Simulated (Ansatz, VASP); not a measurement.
**One calculation of Hf, two programs**

INCAR

```
PREC = Accurate ; ENCUT = 520
EDIFF = 1E-6 ; ISMEAR = -1
SIGMA = 0.05 ; LREAL = False
LASPH = True ; NELM = 100
ALGO = Normal ; ISIF = 2
LWAVE = False ; LCHARG = False
GGA = PE ; NBANDS = 11
```

The input KPOINTS:

```
Automatic mesh
0
Gamma
  9 9 9
```

File POSCAR:

```
Hf
1.0
    2.8942536389      0.0000000000      0.0000000000
    0.0000000000      2.8942536389      0.0000000000
    0.0000000000      0.0000000000      2.8942536389
Hf
1
Direct
    0.5000000000      0.5000000000      0.5000000000
```

Contents of input.yaml:

```yaml
crystal:
  lattice:
    - [2.8942536389, 0.0, 0.0]
    - [0.0, 2.8942536389, 0.0]
    - [0.0, 0.0, 2.8942536389]
  atoms:
    - { symbol: Hf, position: [0.5, 0.5, 0.5] }
hamiltonian:
  xc: pbe
  pseudopotentials: { kind: paw }
kpoints:
  mp_grid: { grid: [9, 9, 9] }
scf:
  occupations: { method: fermi_dirac, width: 0.05 }
output:
  forces: true
  stress: true
  eigenvalues: true
```

The cell was built by a generator and needn't be a form met in nature.

Alike in both runs: task single point; functional PBE; k mesh 9 × 9 × 9; occupations fermi-dirac, width 0.05 eV; no spin polarisation.

|  | VASP | Ansatz |
| --- | --- | --- |
| version | VASP 6.6.1 | Ansatz 0.2.0 |
| potentials or method | VASP PAW PBE potentials, release 64 (Hf_pv) | Ansatz PAW |
| plane-wave cutoff (eV) | 520 | 420 |
| valence electrons in the cell | 10 | 26 |

|  | VASP | Ansatz | Ansatz less VASP |
| --- | --- | --- | --- |
| gap on the k mesh at the Fermi level (eV) | none | none | - |
| pressure (GPa) | 1.4 | 1.7 | +0.28 |

A gap of «none» marks a metal or a gap that the smearing closes. The two sets of potentials don't hold the same shells in valence.

Spin-orbit coupling is left out, which matters for the levels of Hf.
